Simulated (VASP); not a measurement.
A run of VASP 6.6.1:

INCAR

```
ALGO = Fast
EDIFF = 1E-6
ENCUT = 520
GGA = PE
ISIF = 2
ISMEAR = -1
LASPH = True
LCHARG = False
LREAL = False
LWAVE = False
NBANDS = 32
NELM = 80
PREC = Accurate
SIGMA = 0.05
```

File KPOINTS:

```
k-points
0
Gamma
  8 8 8
```

The input POSCAR:

```
Bi2Se3
1.0
    2.0292126242      1.1715664548      9.3504759364
   -2.0292126242      1.1715664548      9.3504759364
    0.0000000000     -2.3431329097      9.3504759364
Bi Se
2 3
Direct
    0.5992000000      0.5992000000      0.5992000000
    0.4008000000      0.4008000000      0.4008000000
    0.7883000000      0.7883000000      0.7883000000
    0.2117000000      0.2117000000      0.2117000000
    0.0000000000      0.0000000000      0.0000000000
```

Potentials or basis: VASP PAW PBE potentials, release 64 (Bi_d, Se).

Launch:

```console
$ cat potpaw_PBE.64/Bi_d/POTCAR potpaw_PBE.64/Se/POTCAR > POTCAR
$ mpirun -np 1 vasp_std > vasp.out
```

Hardware: 1 thread of Intel(R) Xeon(R) 6975P-C (Granite Rapids) (shared host).

Problem. How long does it take, and how much memory?

Solution. Run time: 13 min on 1 thread of Intel(R) Xeon(R) 6975P-C (Granite Rapids), with other jobs on the host, peak memory 0.87 GiB. Counts: scf iterations 14, k points 65.
